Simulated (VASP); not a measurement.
# MgO (Fm-3m) in VASP: notebook, part 2 of 2

VASP 6.6.1. The steps go on from the part before.

**3. Band structure, HSE06**

POSCAR

```
MgO
1.0
    0.0000000000      2.0970013927      2.0970013927
    2.0970013927      0.0000000000      2.0970013927
    2.0970013927      2.0970013927      0.0000000000
Mg O
1 1
Direct
    0.0000000000      0.0000000000      0.0000000000
    0.5000000000      0.5000000000      0.5000000000
```

INCAR.step1

```
  PREC = Accurate
  ENCUT = 520
  EDIFF = 1E-5
  ISMEAR = 0
  SIGMA = 0.02
  LREAL = F
  LASPH = T
  NELM = 60
  ALGO = Normal
  ISIF = 2
  LWAVE = T
  LCHARG = F
  GGA = PE
```

INCAR.step2

```
  PREC = Accurate
  ENCUT = 520
  EDIFF = 1E-7
  ISMEAR = 0
  SIGMA = 0.02
  LREAL = F
  LASPH = T
  NELM = 60
  ALGO = Normal
  ISIF = 2
  LWAVE = F
  LCHARG = F
  GGA = PE
  LHFCALC = T
  HFSCREEN = 0.2
  PRECFOCK = Fast
  ISTART = 1
```

KPOINTS

```
regular mesh
0
Gamma
  8 8 8
```

KPOINTS_OPT

```
path GXWKGLUWLK,UX
12
line-mode
reciprocal
 0.0000000000  0.0000000000  0.0000000000  G
 0.5000000000  0.0000000000  0.5000000000  X

 0.5000000000  0.0000000000  0.5000000000  X
 0.5000000000  0.2500000000  0.7500000000  W

 0.5000000000  0.2500000000  0.7500000000  W
 0.3750000000  0.3750000000  0.7500000000  K

 0.3750000000  0.3750000000  0.7500000000  K
 0.0000000000  0.0000000000  0.0000000000  G

 0.0000000000  0.0000000000  0.0000000000  G
 0.5000000000  0.5000000000  0.5000000000  L

 0.5000000000  0.5000000000  0.5000000000  L
 0.6250000000  0.2500000000  0.6250000000  U

 0.6250000000  0.2500000000  0.6250000000  U
 0.5000000000  0.2500000000  0.7500000000  W

 0.5000000000  0.2500000000  0.7500000000  W
 0.5000000000  0.5000000000  0.5000000000  L

 0.5000000000  0.5000000000  0.5000000000  L
 0.3750000000  0.3750000000  0.7500000000  K

 0.6250000000  0.2500000000  0.6250000000  U
 0.5000000000  0.0000000000  0.5000000000  X
```

Potentials or basis: VASP PAW PBE potentials, release 64 (Mg, O).

Command:

```sh
$ cat potpaw_PBE.64/Mg/POTCAR potpaw_PBE.64/O/POTCAR > POTCAR
$ cp INCAR.step1 INCAR
$ mpirun -np 1 vasp_std > vasp.out
$ cp INCAR.step2 INCAR
$ mpirun -np 1 vasp_std > vasp.out
```

OUTCAR:

```text
PREC = Accurate
   ENCUT = 520
   EDIFF = 1E-7
   ISMEAR = 0
   LREAL = F
   LASPH = T
   NELM = 60
   ISIF = 2
   GGA = PE
   LHFCALC = T
   HFSCREEN = 0.2
   PRECFOCK = Fast
   ISTART = 1

 ion  position               nearest neighbor table
   1  0.000  0.000  0.000-   2 2.10   2 2.10   2 2.10   2 2.10   2 2.10   2 2.10
   2  0.500  0.500  0.500-   1 2.10   1 2.10   1 2.10   1 2.10   1 2.10   1 2.10

  LATTYP: Found a face centered cubic cell.
 ALAT       =     4.1940027854

  Lattice vectors:

 A1 = (   0.0000000000,   2.0970013927,   2.0970013927)
 A2 = (   2.0970013927,   0.0000000000,   2.0970013927)
 A3 = (   2.0970013927,   2.0970013927,   0.0000000000)

Analysis of symmetry for initial positions (statically):
=====================================================================
 Subroutine PRICEL returns:
 Original cell was already a primitive cell.

 Routine SETGRP: Setting up the symmetry group for a
 face centered cubic supercell.

 Subroutine GETGRP returns: Found 48 space group operations
 (whereof 48 operations were pure point group operations)
 out of a pool of 48 trial point group operations.

The static configuration has the point symmetry O_h .

Analysis of symmetry for dynamics (positions and initial velocities):
=====================================================================
 Subroutine PRICEL returns:
 Original cell was already a primitive cell.

 Routine SETGRP: Setting up the symmetry group for a
 face centered cubic supercell.

 Subroutine GETGRP returns: Found 48 space group operations
 (whereof 48 operations were pure point group operations)
 out of a pool of 48 trial point group operations.

The dynamic configuration has the point symmetry O_h .

 Subroutine INISYM returns: Found 48 space group operations
 (whereof 48 operations are pure point group operations),
 and found     1 'primitive' translations

----------------------------------------------------------------------------------------

                                     Primitive cell

  volume of cell :      18.4428

  direct lattice vectors                    reciprocal lattice vectors
     0.000000000  2.097001393  2.097001393    -0.238435702  0.238435702  0.238435702
     2.097001393  0.000000000  2.097001393     0.238435702 -0.238435702  0.238435702
     2.097001393  2.097001393  0.000000000     0.238435702  0.238435702 -0.238435702

  length of vectors
     2.965607810  2.965607810  2.965607810     0.412982751  0.412982751  0.412982751

  position of ions in fractional coordinates (direct lattice)
     0.000000000  0.000000000  0.000000000
     0.500000000  0.500000000  0.500000000

  ion indices of the primitive-cell ions
   primitive index   ion index
                 1           1
                 2           2

----------------------------------------------------------------------------------------

 KPOINTS: regular mesh

Automatic generation of k-mesh.
 Grid dimensions read from file:
 generate k-points for:    8    8    8

[... 46 lines left out ...]
   number of dos      NEDOS =    301   number of ions     NIONS =      2
   total plane-waves  NPLWV =  13824
   dimension x,y,z NGX =    24 NGY =   24 NGZ =   24
   dimension x,y,z NGXF=    48 NGYF=   48 NGZF=   48
   ions per type =               1   1
   NGX,Y,Z   is equivalent  to a cutoff of  13.45, 13.45, 13.45 a.u.
   NGXF,Y,Z  is equivalent  to a cutoff of  26.91, 26.91, 26.91 a.u.
 SYSTEM =  unknown system
   PREC   = accura    normal or accurate (medium, high low for compatibility)
   ISTART =      1    job   : 0-new  1-cont  2-samecut
   ICHARG =      0    charge: 1-file 2-atom 10-const
   ISPIN  =      1    spin polarized calculation?
   LNONCOLLINEAR =      F non collinear calculations
   LSORBIT =      F    spin-orbit coupling
   LASPH  =      T    aspherical Exc in radial PAW
   ENCUT  =  520.0 eV  38.22 Ry    6.18 a.u.   5.51  5.51  5.51*2*pi/ulx,y,z
   NELM   =     60;   NELMIN=  2; NELMDL=  0     # of ELM steps
   EDIFF  = 0.1E-06   stopping-criterion for ELM
   LREAL  =      F    real-space projection
   EDIFFG = 0.1E-05   stopping-criterion for IOM
   NSW    =      0    number of steps for IOM
   IBRION =     -1    ionic relax: 0-MD 1-quasi-New 2-CG
   NFREE  =      0    steps in history (QN), initial steepest desc. (CG)
   ISIF   =      2    stress and relaxation
   ISYM   =      3    0-nonsym 1-usesym 2-fastsym
   POTIM  = 0.5000    time-step for ionic-motion
   TEBEG  =    0.0;   TEEND  =   0.0 temperature during run
   PSTRESS=    0.0 pullay stress
   NELECT =       8.0000    total number of electrons
   NUPDOWN=      -1.0000    fix difference up-down
   EMIN   =  10.00;   EMAX   =-10.00  energy-range for DOS
   EFERMI =   0.00;   METHOD = LEGACY
   ISMEAR =     0;   SIGMA  =   0.02  broadening in eV -4-tet -1-fermi 0-gaus
   EFERMI_NEDOS =   21; number of points for ismear=-14 and -15
   IALGO  =     38    algorithm
   IMIX   =      1    mixing-type and parameters
     AMIX     =   0.40;   BMIX     =  1.00
     AMIX_MAG =   1.60;   BMIX_MAG =  1.00
  volume/ion in A,a.u.               =       9.22        62.23
  Fermi-wavevector in a.u.,A,eV,Ry     =   1.239261  2.341864 20.895389  1.535768
  Thomas-Fermi vector in A             =   2.373752
   LORBIT       =      0    0 simple, 1 ext, 2 COOP (PROOUT), +10 PAW based schemes
   GGA     = PE    functional components
   LHFCALC =     T    Hartree Fock is set to
   PRECFOCK=fast      Normal, Fast or Accurate (Low or Medium for compatibility)
   ENCUT4O =  -1.0   cutoff for four orbital integrals eV
   NKREDX  =     1    reduce k-point grid by
   NKREDY  =     1    reduce k-point grid by
   NKREDZ  =     1    reduce k-point grid by
   AEXX    =    0.2500 exact exchange contribution
   HFSCREEN=    0.2000 screening length (either q_TF or 0.3 A-1)
   HFSCREENC=   0.2000 screening length for correlation (either q_TF or 0.3 A-1)
   ENCUTFOCK=  -1.0 apply spherical cutoff to Coloumb kernel
   IVDW    =     0    specifies the selected vdW correction
   LEPSILON=     F    determine dielectric tensor
   LRPA    =     F    only Hartree local field effects (RPA)
 non-spin polarized calculation
 Gauss-broadening in eV      SIGMA  =   0.02
  energy-cutoff  :      520.00
  volume of cell :       18.44
 maximum number of plane-waves:       531
 NGX is ok and might be reduce to    24
  NGX = 14; NGY = 14; NGZ = 14

 number of electron       8.0000004 magnetization

 Free energy of the ion-electron system (eV)
  ---------------------------------------------------
  ext. energy  EPLUGINS =         0.00000000
  ---------------------------------------------------
  free energy    TOTEN  =       -14.23136178 eV

  energy without entropy =      -14.23136178  energy(sigma->0) =      -14.23136178

 E-fermi :   2.2053     XC(G=0):  -9.1312

 val. band max:        2.0197012706   @ k =   0.0000   0.0000   0.0000
 cond. band min:       8.6182267902   @ k =   0.0000   0.0000   0.0000
 fundamental gap:      6.5985255196
 Fermi energy:         2.2052710113

 k-point     1 :       0.0000    0.0000    0.0000
  band No.  band energies     occupation
      1     -16.8749      2.00000
      2       2.0197      2.00000
      3       2.0197      2.00000
      4       2.0197      2.00000
      5       8.6182      0.00000
      6      19.8768      0.00000
      7      19.8768      0.00000
      8      19.8768      0.00000
[... 243 lines left out ...]
 k-point    24 :      -0.3750    0.2500    0.1250
  band No.  band energies     occupation
      1     -15.3310      2.00000
      2      -2.3086      2.00000
      3      -0.0804      2.00000
      4       0.9302      2.00000
      5      13.6946      0.00000
      6      16.5249      0.00000
      7      17.6810      0.00000
      8      21.2462      0.00000

 [... further k-points ...]

------------------------ aborting loop because EDIFF is reached ----------------------------------------

  FORCE on cell =-STRESS in cart. coord.  units (eV):
  Direction    XX          YY          ZZ          XY          YZ          ZX
  --------------------------------------------------------------------------------------
  -------------------------------------------------------------------------------------
  Total        0.0690787      0.0690787      0.0690787     -0.0000000      0.0000000     -0.0000000
  in kB        6.0010711      6.0010711      6.0010711     -0.0000000      0.0000000     -0.0000000
  external PRESSURE =       6.0010711 kB  Pullay stress =       0.0000000 kB

 VOLUME and BASIS-vectors are now :
 -----------------------------------------------------------------------------
  energy-cutoff  :      520.00
  volume of cell :       18.44
      direct lattice vectors                 reciprocal lattice vectors
     0.000000000  2.097001393  2.097001393    -0.238435702  0.238435702  0.238435702
     2.097001393  0.000000000  2.097001393     0.238435702 -0.238435702  0.238435702
     2.097001393  2.097001393  0.000000000     0.238435702  0.238435702 -0.238435702

 POSITION                                       TOTAL-FORCE (eV/Angst)
 -----------------------------------------------------------------------------------
      0.00000      0.00000      0.00000         0.000000     -0.000000      0.000000
      2.09700      2.09700      2.09700        -0.000000      0.000000     -0.000000
 -----------------------------------------------------------------------------------
    total drift:                               -0.000019     -0.000025     -0.000023

  FREE ENERGIE OF THE ION-ELECTRON SYSTEM (eV)
  ---------------------------------------------------
  free  energy   TOTEN  =       -14.2313617773 eV

  energy  without entropy=      -14.2313617773  energy(sigma->0) =      -14.23136178
```

It took 19 min on 1 thread of Intel Xeon 6975P-C (Granite Rapids), shared host; peak memory 0.3 GiB.

Results:

```yaml
Free_energy: -14.2314 eV
Pressure: 0.6 GPa
Band_gap_on_the_k_mesh: 6.60 eV, direct
Band_gap_along_the_path: 6.60 eV, direct
```

Levels at the corners of the path, in eV from the valence-band top:
| point | band 1 | band 2 | band 3 | band 4 | band 5 | band 6 | band 7 | band 8 |
| --- | --- | --- | --- | --- | --- | --- | --- | --- |
| Γ | -18.89 | 0.00 | 0.00 | 0.00 | 6.60 | 17.86 | 17.86 | 17.86 |
| X | -17.23 | -4.44 | -1.49 | -1.49 | 10.90 | 12.02 | 15.53 | 21.60 |
| X | -17.23 | -4.44 | -1.49 | -1.49 | 10.90 | 12.02 | 15.53 | 21.60 |
| W | -17.18 | -3.21 | -3.21 | -1.92 | 13.78 | 13.78 | 14.39 | 17.82 |
| W | -17.18 | -3.21 | -3.21 | -1.92 | 13.78 | 13.78 | 14.39 | 17.82 |
| K | -17.22 | -3.80 | -2.93 | -1.27 | 12.02 | 13.97 | 14.84 | 20.61 |
| K | -17.22 | -3.80 | -2.93 | -1.27 | 12.02 | 13.97 | 14.84 | 20.64 |
| Γ | -18.89 | 0.00 | 0.00 | 0.00 | 6.60 | 17.86 | 17.86 | 17.86 |
| Γ | -18.89 | 0.00 | 0.00 | 0.00 | 6.60 | 17.86 | 17.86 | 17.86 |
| L | -17.51 | -4.99 | -0.73 | -0.73 | 9.78 | 15.05 | 18.48 | 18.48 |
| L | -17.51 | -4.99 | -0.73 | -0.73 | 9.78 | 15.05 | 18.48 | 18.48 |
| U | -17.22 | -3.80 | -2.93 | -1.27 | 12.02 | 13.97 | 14.84 | 20.61 |
| U | -17.22 | -3.80 | -2.93 | -1.27 | 12.02 | 13.97 | 14.84 | 20.59 |
| W | -17.18 | -3.21 | -3.21 | -1.92 | 13.78 | 13.78 | 14.39 | 17.82 |
| W | -17.18 | -3.21 | -3.21 | -1.92 | 13.78 | 13.78 | 14.39 | 17.82 |
| L | -17.51 | -4.99 | -0.73 | -0.73 | 9.78 | 15.05 | 18.48 | 18.48 |
| L | -17.51 | -4.99 | -0.73 | -0.73 | 9.78 | 15.05 | 18.48 | 18.48 |
| K | -17.22 | -3.80 | -2.93 | -1.27 | 12.02 | 13.97 | 14.84 | 20.60 |
| U | -17.22 | -3.80 | -2.93 | -1.27 | 12.02 | 13.97 | 14.84 | 20.63 |
| X | -17.23 | -4.44 | -1.49 | -1.49 | 10.90 | 12.02 | 15.53 | 21.60 |

Caveat: the PAW data sets were made with another functional, which shifts forces and pressure a little.

**4. Band structure, PBE-EpsX**

POSCAR is that of step 3.

INCAR.step1

```
SYSTEM = MgO
PREC     = Accurate       ! precision mode
ENCUT    = 520            ! plane-wave cutoff, eV
EDIFF    = 1E-8           ! SCF threshold, eV
ISMEAR   = 0              ! smearing method
SIGMA    = 0.02           ! smearing width, eV
LREAL    = .FALSE.        ! projectors in reciprocal space
LASPH    = .TRUE.         ! aspherical terms in the spheres
NELM     = 60             ! most SCF steps
ALGO     = Normal         ! electronic algorithm
ISIF     = 2              ! what is computed and relaxed
LWAVE    = .FALSE.        ! write WAVECAR
LCHARG   = .FALSE.        ! write CHGCAR
GGA      = PE             ! functional
LEPSILON = .TRUE.         ! dielectric tensor by DFPT
```

KPOINTS.step1

```
Automatic mesh
0
G
  10 10 10
  0 0 0
```

INCAR.step2

```
SYSTEM = MgO
PREC     = Accurate       ! precision mode
ENCUT    = 520            ! plane-wave cutoff, eV
EDIFF    = 1E-5           ! SCF threshold, eV
ISMEAR   = 0              ! smearing method
SIGMA    = 0.02           ! smearing width, eV
LREAL    = .FALSE.        ! projectors in reciprocal space
LASPH    = .TRUE.         ! aspherical terms in the spheres
NELM     = 60             ! most SCF steps
ALGO     = Normal         ! electronic algorithm
ISIF     = 2              ! what is computed and relaxed
LWAVE    = .TRUE.         ! write WAVECAR
LCHARG   = .FALSE.        ! write CHGCAR
GGA      = PE             ! functional
```

KPOINTS.step2

```
regular mesh
0
G
  8 8 8
  0 0 0
```

INCAR.step3

```
SYSTEM = MgO
PREC     = Accurate       ! precision mode
ENCUT    = 520            ! plane-wave cutoff, eV
EDIFF    = 1E-6           ! SCF threshold, eV
ISMEAR   = 0              ! smearing method
SIGMA    = 0.02           ! smearing width, eV
LREAL    = .FALSE.        ! projectors in reciprocal space
LASPH    = .TRUE.         ! aspherical terms in the spheres
NELM     = 60             ! most SCF steps
ALGO     = Normal         ! electronic algorithm
ISIF     = 2              ! what is computed and relaxed
LWAVE    = .FALSE.        ! write WAVECAR
LCHARG   = .FALSE.        ! write CHGCAR
GGA      = PE             ! functional
LHFCALC  = .TRUE.         ! exact exchange
AEXX     = 0.3209         ! exact-exchange fraction
PRECFOCK = Fast         
HFRCUT   = -1           
ISTART   = 1
```

KPOINTS.step3

```
regular mesh
0
G
  8 8 8
  0 0 0
```

KPOINTS_OPT is that of step 3.

Command:

```sh
$ cat potpaw_PBE.64/Mg/POTCAR potpaw_PBE.64/O/POTCAR > POTCAR
$ cp INCAR.step1 INCAR
$ cp KPOINTS.step1 KPOINTS
$ mpirun -np 1 vasp_std > vasp.out
$ cp INCAR.step2 INCAR
$ cp KPOINTS.step2 KPOINTS
$ mpirun -np 1 vasp_std > vasp.out
$ cp INCAR.step3 INCAR
$ cp KPOINTS.step3 KPOINTS
$ mpirun -np 1 vasp_std > vasp.out
```

Wall time 22 min (1 thread of Intel Xeon Platinum 8559C (Emerald Rapids), shared host); peak memory 0.21 GiB.

It converged, with:

```yaml
Free_energy: -15.6140 eV
Pressure: -0.9 GPa
Band_gap_on_the_k_mesh: 8.04 eV, direct
Band_gap_along_the_path: 8.04 eV, direct
```

Levels at the corners of the path, in eV from the valence-band top:
| point | band 2 | band 3 | band 4 | band 5 | band 6 | band 7 |
| --- | --- | --- | --- | --- | --- | --- |
| Γ | 0.00 | 0.00 | 0.00 | 8.04 | 19.40 | 19.40 |
| X | -4.56 | -1.53 | -1.53 | 12.35 | 13.54 | 17.15 |
| X | -4.56 | -1.53 | -1.53 | 12.35 | 13.54 | 17.15 |
| W | -3.30 | -3.30 | -1.98 | 15.32 | 15.32 | 15.96 |
| W | -3.30 | -3.30 | -1.98 | 15.32 | 15.32 | 15.96 |
| K | -3.90 | -3.01 | -1.31 | 13.51 | 15.54 | 16.42 |
| K | -3.90 | -3.01 | -1.31 | 13.51 | 15.54 | 16.42 |
| Γ | 0.00 | 0.00 | 0.00 | 8.04 | 19.40 | 19.40 |
| Γ | 0.00 | 0.00 | 0.00 | 8.04 | 19.40 | 19.40 |
| L | -5.11 | -0.75 | -0.75 | 11.24 | 16.67 | 20.04 |
| L | -5.11 | -0.75 | -0.75 | 11.24 | 16.67 | 20.04 |
| U | -3.90 | -3.01 | -1.31 | 13.51 | 15.54 | 16.42 |
| U | -3.90 | -3.01 | -1.31 | 13.51 | 15.54 | 16.42 |
| W | -3.30 | -3.30 | -1.98 | 15.32 | 15.32 | 15.96 |
| W | -3.30 | -3.30 | -1.98 | 15.32 | 15.32 | 15.96 |
| L | -5.11 | -0.75 | -0.75 | 11.24 | 16.67 | 20.04 |
| L | -5.11 | -0.75 | -0.75 | 11.24 | 16.67 | 20.04 |
| K | -3.90 | -3.01 | -1.31 | 13.51 | 15.54 | 16.42 |
| U | -3.90 | -3.01 | -1.31 | 13.51 | 15.54 | 16.42 |
| X | -4.56 | -1.53 | -1.53 | 12.35 | 13.54 | 17.15 |

Caveat: the PAW data sets were made with another functional, which shifts forces and pressure a little.

**5. Summary**

```csv
task,level,potentials or basis,k mesh,cutoff (eV),smearing,GW scheme,GW iterations,cutoff of the response function,frequency points,empty bands,mesh quality,gap on the mesh (eV),pressure (GPa)
G0W0 quasiparticle levels,PBE,"VASP PAW PBE potentials, release 64 (Mg_GW, O_GW)",6 × 6 × 6,450,gaussian 0.01 eV,G0W0,1,240,50,155,coarse,-,-
band structure,HSE06,"VASP PAW PBE potentials, release 64 (Mg, O)",8 × 8 × 8,520,gaussian 0.02 eV,-,-,-,-,-,not flagged,6.60,0.6
band structure,PBE-EpsX,"VASP PAW PBE potentials, release 64 (Mg, O)",8 × 8 × 8,520,gaussian 0.02 eV,-,-,-,-,-,not flagged,8.04,-0.9
```

Alike in all rows: no spin polarisation; cell as given.

Caveats: some runs use coarse meshes; the PAW data sets were made with another functional, which shifts forces and pressure a little (some runs); the cutoff is under 1.25 times the usual one of these potentials, so pressure, stress and relaxed cells hold a basis-set (Pulay) error (some runs); bands, screening cutoff and mesh are small and nothing is extrapolated, so the quasiparticle values aren't converged (some runs).

Absolute energies hang on the potentials; compare differences alone.

**6. Against experiment**

Step 3. Measured gap of MgO: 7.83 eV (quoted in “Electronic structure of alkaline earth and post-transition metal oxides”, 2009, arxiv:0908.1581). This calculation gives 6.60 eV (-1.23 eV). The value is that of HSE06, without temperature or zero-point motion. The cell is a database's relaxed one, not the measured one, which moves gaps too.

Step 4. A measured gap of MgO is 7.83 eV (quoted in “Electronic structure of alkaline earth and post-transition metal oxides”, 2009, arxiv:0908.1581); the calculated 8.04 eV misses it by +0.21 eV. The value is that of PBE-EpsX, without temperature or zero-point motion. The cell is a database's relaxed one, not the measured one, which moves gaps too.
